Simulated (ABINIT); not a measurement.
HgTe (Coloradoite):

```xyz
2
Lattice="0.0000 3.2145 3.2145 3.2145 0.0000 3.2145 3.2145 3.2145 0.0000" Properties=species:S:1:pos:R:3 pbc="T T T"
Hg    0.0000    0.0000    0.0000
Te    4.8217    4.8217    4.8217
```

Base run:

- Program: ABINIT 10.8.3 (patched build)
- Functional: revPBE
- Potentials or basis: JTH PAW PBE v2.0
- Cutoff: 626 eV
- k mesh: 7 × 7 × 7
- Occupations: fermi-dirac, width 0.05 eV
- Spin: no spin polarisation

Its results: band gap on the k mesh none (metal or under the smearing width); pressure 6.0 GPa.

Task: After a change of settings the same cell gave: band gap on the k mesh none (metal or under the smearing width); pressure 4.7 GPa. Which change was it?
A. functional from revPBE to r2SCAN
B. functional from revPBE to PW91
C. functional from revPBE to LDA
D. functional from revPBE to SCAN

Result: B.

PW91 binds more tightly than revPBE, so the same cell stands under less pressure.

Caveats: the PAW data sets were made with another functional, which shifts forces and pressure a little.
